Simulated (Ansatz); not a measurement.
Ni and the effect of the pressure

The cell as given:

It takes space group Fm-3m (No. 225, cubic). Conventional cell: a = 3.475 Å, b = 3.475 Å, c = 3.475 Å, α = 90.00°, β = 90.00°, γ = 90.00°. Ni (site symmetry m-3m) has 12 Ni at 2.46 Å as nearest neighbours.

Kept alike: task relaxation of cell and atoms; functional PBEsol; k mesh 13 × 13 × 13; occupations fermi-dirac, width 0.05 eV; collinear spin, ferromagnetic start. Program: Ansatz, all-electron LAPW, scalar-relativistic. The mesh is that of the run's cell of 1 atom. No spin-orbit coupling.

```csv
"pressure, P (GPa)",volume (Å³/atom),largest site moment (μB)
0,10.380,0.66
5,?,?
10,9.982,0.65
20,9.656,0.65
30,9.381,0.64
```

The relaxations keep at least the cell's symmetry (Fm-3m). For a metal such a mesh leaves the last digits unconverged. The runs follow the start's structure, whether or not it is the stable one at these pressures. P is the pressure aimed at, which the runs meet within some hundredths to tenths of a GPa. The runs hold the magnetic state that their start led to, which needn't be the lowest. Site moments count inside each atom's sphere or projector.

Problem. Fit the rows shown and predict the run at 5 GPa.

Solution. Murnaghan's form V = V0 (1 + B′P/B0)^(-1/B′) through the rows shown has V0 = 10.3800, B0 = 233.9 GPa and B′ = 4.51 (largest miss 0.0002); at P = 5 it gives 10.170 Å³/atom. A least-squares line through the rows shown is largest site moment = -0.0006 P + 0.659 (largest miss 0.003); at P = 5 it gives 0.66 μB. The run gave: volume 10.170 Å³/atom; largest site moment 0.65 μB.
